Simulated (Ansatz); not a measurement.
## Eigenvalues along a path: NbP (CsCl type)

```xyz
2
Lattice="2.2915 0.0000 0.0000 0.0000 2.2915 0.0000 0.0000 0.0000 2.2915" Properties=species:S:1:pos:R:3 pbc="T T T"
Nb    0.0000    0.0000    0.0000
P     1.1457    1.1457    1.1457
```

The cell comes from a relaxation on PAW files under the same functional, begun from a prototype that needn't be the stable phase.

Level of theory: DFT with PBE, scalar-relativistic, in Ansatz 0.2.0; a Γ-centred 13×13×13 k mesh, Fermi–Dirac smearing of 0.1 eV, no spin polarisation. LAPW: all electrons, basis error target 1 meV/atom.

This run: volume at 0.4 of the series' base cell.

Path points, in fractions of the reciprocal vectors: Γ (0.000, 0.000, 0.000), X (0.000, 0.500, 0.000), M (0.500, 0.500, 0.000), R (0.500, 0.500, 0.500). The distance column jumps between branches of the path. Levels in eV from the Fermi level; bands 18 to 25, counted from the lowest band of the run. The gap is zero, the pressure 1062 GPa.

```
# k(1/Å) point b18 b19 b20 b21 b22 b23 b24 b25
0.000 Γ -17.30 -11.41 -11.41 3.89 3.89 3.89 4.66 4.66
0.171 - -17.04 -11.32 -11.06 2.35 2.35 3.97 4.35 6.08
0.343 - -16.39 -11.04 -10.08 0.50 0.50 3.62 4.19 7.61
0.514 - -15.59 -10.58 -8.71 -1.26 -1.26 2.95 4.55 7.62
0.685 - -14.74 -9.96 -7.52 -2.82 -2.82 2.92 5.02 5.23
0.857 - -13.86 -9.21 -7.09 -4.11 -4.11 3.09 4.10 5.56
1.028 - -12.97 -8.41 -7.44 -5.09 -5.09 1.28 6.10 6.42
1.200 - -12.18 -8.08 -7.72 -5.69 -5.69 -0.02 6.51 9.31
1.371 X -11.81 -8.43 -7.42 -5.89 -5.89 -0.52 6.66 11.40
1.542 - -11.52 -9.45 -7.15 -5.82 -5.56 0.41 5.66 10.66
1.714 - -11.38 -10.80 -6.29 -5.61 -5.16 2.64 3.76 9.40
1.885 - -13.41 -9.94 -5.28 -4.91 -4.80 1.84 5.39 8.15
2.056 - -15.28 -9.06 -4.83 -4.43 -3.40 0.13 7.36 8.22
2.228 - -16.86 -8.16 -4.31 -4.06 -2.45 -1.28 7.46 7.62
2.399 - -18.08 -7.23 -3.78 -3.73 -2.45 -2.33 6.08 9.15
2.571 - -18.86 -6.36 -3.50 -3.36 -3.03 -2.98 5.14 11.13
2.742 M -19.12 -5.92 -3.42 -3.42 -3.20 -3.20 4.80 11.36
2.984 - -18.59 -6.74 -3.42 -3.27 -3.02 -2.86 5.47 10.51
3.227 - -17.10 -8.27 -3.51 -3.32 -2.49 -2.21 7.33 7.79
3.469 - -14.96 -9.78 -4.02 -3.12 -2.43 -1.63 5.43 6.73
3.711 - -13.28 -10.44 -5.32 -3.75 -2.52 -0.49 4.14 6.21
3.954 - -14.02 -9.60 -7.31 -4.24 -1.49 0.87 3.92 6.95
4.196 - -15.48 -10.23 -9.35 -1.92 -0.01 2.27 4.21 7.53
4.438 - -16.77 -11.10 -10.85 1.33 1.90 3.42 4.54 6.46
4.681 Γ -17.30 -11.41 -11.41 3.89 3.89 3.89 4.66 4.66
4.978 - -16.50 -10.77 -10.77 0.73 1.91 1.91 5.94 5.94
5.274 - -14.58 -9.11 -9.11 -2.36 -1.11 -1.11 7.47 7.47
5.571 - -12.90 -7.87 -7.87 -3.97 -3.12 -3.12 9.30 9.30
5.868 - -13.12 -9.68 -9.68 -2.62 -1.28 -1.28 6.92 11.47
6.165 - -14.43 -12.19 -12.19 -0.16 2.08 2.08 3.07 13.70
6.462 - -15.46 -14.21 -14.21 -2.95 5.71 5.71 6.14 15.39
6.759 - -15.88 -15.49 -15.49 -5.76 9.34 9.34 10.37 15.23
7.055 R -15.93 -15.93 -15.93 -6.84 12.60 12.60 12.60 12.89
7.298 - -16.00 -15.74 -15.44 -6.12 9.50 10.12 11.83 13.80
7.540 - -16.03 -15.17 -14.02 -4.16 6.15 6.54 9.95 13.67
7.783 - -15.72 -14.22 -11.88 -1.40 2.80 2.86 7.55 13.05
8.025 - -14.93 -12.91 -9.49 -0.33 -0.26 1.58 5.24 12.28
8.267 - -13.65 -11.23 -8.43 -3.07 -1.18 1.21 6.52 8.17
8.510 - -11.94 -9.72 -9.25 -5.35 -1.46 1.27 4.35 10.26
8.752 - -11.22 -9.92 -7.14 -6.88 -4.16 1.11 4.70 10.98
8.994 X -11.81 -8.43 -7.42 -5.89 -5.89 -0.52 6.66 11.40
10.933 R -15.93 -15.93 -15.93 -6.84 12.60 12.60 12.60 12.89
11.105 - -16.12 -15.68 -15.68 -6.48 9.94 12.19 12.19 12.86
11.276 - -16.61 -14.96 -14.96 -5.47 6.86 11.06 11.06 12.76
11.447 - -17.23 -13.79 -13.79 -3.99 3.73 9.34 9.34 12.62
11.619 - -17.85 -12.25 -12.25 -2.19 0.77 7.18 7.18 12.46
11.790 - -18.38 -10.37 -10.37 -1.88 -0.18 4.71 4.71 12.30
11.961 - -18.79 -8.23 -8.23 -4.01 1.92 2.06 2.06 12.17
12.133 - -19.04 -5.85 -5.85 -5.42 -0.64 -0.64 3.85 12.08
12.304 M -19.12 -5.92 -3.42 -3.42 -3.20 -3.20 4.80 11.36
```
